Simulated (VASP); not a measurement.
## KCl: relaxation of cell and atoms with PBEsol+D3(BJ)

Crystal: KCl.

```xyz
2
Lattice="0.0000 2.9912 2.9912 2.9912 0.0000 2.9912 2.9912 2.9912 0.0000" Properties=species:S:1:pos:R:3 pbc="T T T"
K     0.0000    0.0000    0.0000
Cl    2.9912    2.9912    2.9912
```

```
Program                : VASP 6.6.1
Task                   : relaxation of cell and atoms
Functional             : PBEsol
Dispersion             : D3(BJ)
Potentials or basis    : VASP PAW PBE potentials, release 64 (K_sv, Cl)
Cutoff                 : 520 eV
k mesh                 : 12 × 12 × 12
Occupations            : gaussian, width 0.1 eV
Spin                   : no spin polarisation
Target pressure        : 3 GPa
Further INCAR settings : ALGO = Normal; EDIFF = 1e-07; IBRION = 2; EDIFFG = -0.002; NSW = 80; ISIF = 3
Target pressure        : 3 GPa
```

```
Relaxed volume                                         : 25.98 Å³/atom
Relaxed cell                                           : a = 4.189 Å, b = 4.189 Å, c = 4.189 Å, α = 60.00°, β = 60.00°, γ = 60.00°
Space group after relaxing (to 0.05 Å)                 : Fm-3m (No. 225)
Energy change on relaxing (the enthalpy is what falls) : +12.1 meV/atom
Ionic steps                                            : 3
Pressure after relaxing                                : 3.0 GPa
Band gap on the k mesh                                 : 5.67 eV, direct
Dispersion energy per atom                             : -0.226 eV
```

Step by step:
| step | energy change (eV) | largest force (eV/Å) | pressure (GPa) | volume (Å³) |
| --- | --- | --- | --- | --- |
| 1 | 0.0000 | 0.0000 | 1.99 | 53.52 |
| 2 | 0.0193 | 0.0000 | 2.81 | 52.23 |
| 3 | 0.0242 | 0.0000 | 2.99 | 51.96 |

Final structure:
```yaml
crystal:
  lattice:
    - [0.00000, 2.96176, 2.96176]
    - [2.96176, 0.00000, 2.96176]
    - [2.96176, 2.96176, 0.00000]
  atoms:
    - { symbol: K, position: [0.00000, 0.00000, 0.00000] }
    - { symbol: Cl, position: [0.50000, 0.50000, 0.50000] }
```

Levels at points of the mesh, in eV from the valence-band top:
| k point | band 4 | band 5 | band 6 | band 7 | band 8 | band 9 | band 10 | band 11 | band 12 |
| --- | --- | --- | --- | --- | --- | --- | --- | --- | --- |
| (0.00, 0.00, 0.00) | -10.19 | -10.19 | 0.00 | 0.00 | 0.00 | 5.67 | 8.29 | 8.29 | 8.29 |
| (0.50, 0.00, 0.00) | -10.20 | -9.80 | -1.46 | -0.52 | -0.52 | 7.91 | 9.15 | 11.03 | 11.03 |
| (0.50, 0.50, 0.00) | -10.30 | -10.30 | -0.78 | -0.26 | -0.26 | 6.13 | 9.06 | 10.48 | 10.99 |

Run time: 53 s on 1 thread of Intel(R) Xeon(R) Platinum 8488C (Sapphire Rapids), with other jobs on the host, peak memory 0.22 GiB.

Caveat: the cell is relaxed towards a set pressure, so the enthalpy falls and the energy may rise; the PAW data sets were made with another functional, which shifts forces and pressure a little. Expect the measured gap to be larger: semilocal functionals such as PBEsol lack the derivative discontinuity.
